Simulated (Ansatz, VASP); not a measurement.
**BiTe: VASP beside Ansatz**

File INCAR:

```
SYSTEM = BiTe
  PREC = Accurate
  ENCUT = 520
  EDIFF = 1E-7
  ISMEAR = 0
  SIGMA = 0.1
  LREAL = .FALSE.
  LASPH = .TRUE.
  NELM = 100
  ALGO = Fast
  ISIF = 2
  LWAVE = .FALSE.
  LCHARG = .TRUE.
  GGA = PS
  LELF = .TRUE.
  LVHAR = .TRUE.
  NBANDS = 18
```

The input KPOINTS:

```
regular mesh
0
G
  6 6 6
  0 0 0
```

File POSCAR:

```
BiTe
1.0
    2.4227077728      1.3987509848      3.3172919545
   -2.4227077728      1.3987509848      3.3172919545
    0.0000000000     -2.7975019696      3.3172919545
Bi Te
1 1
Direct
    0.5000000000      0.5000000000      0.5000000000
    0.0000000000      0.0000000000      0.0000000000
```

Input for Ansatz:

```yaml
crystal:
  lattice:
    - [2.4227077728, 1.3987509848, 3.3172919545]
    - [-2.4227077728, 1.3987509848, 3.3172919545]
    - [0.0, -2.7975019696, 3.3172919545]
  atoms:
    - { symbol: Bi, position: [0.5, 0.5, 0.5] }
    - { symbol: Te, position: [0.0, 0.0, 0.0] }
basis:
  ecutwfc: 420
kpoints:
  mp_grid: { grid: [6, 6, 6] }
hamiltonian:
  xc: pbesol
scf:
  occupations: { method: gaussian, width: 0.1 }
output:
  forces: true
  stress: true
  eigenvalues: true
```

The cell comes from a database or a generator and needn't be the stable form of this composition.

Alike in both runs: task single point; functional PBEsol; k mesh 6 × 6 × 6; occupations gaussian, width 0.1 eV; no spin polarisation.

```csv
,VASP,Ansatz
version,VASP 6.6.1,Ansatz 0.2.0
potentials or method,"VASP PAW PBE potentials, release 64 (Bi_d, Te)","scalar-relativistic, plane waves, PAW"
plane-wave cutoff (eV),520,420
valence electrons in the cell,21,31
```

VASP gave:

```
gap on the k mesh at the Fermi level (eV) : none
pressure (GPa)                            : -2.6
```

Problem. What did Ansatz give for the same quantities?

Solution. gap on the k mesh at the Fermi level (eV): none; pressure (GPa): -2.5.

A gap of «none» marks a metal or a gap that the smearing closes. The two sets of potentials don't hold the same shells in valence.

Caveats: the PAW data sets were made with another functional, which shifts forces and pressure a little (VASP); spin-orbit coupling is left out, which moves the levels of the heavy elements.
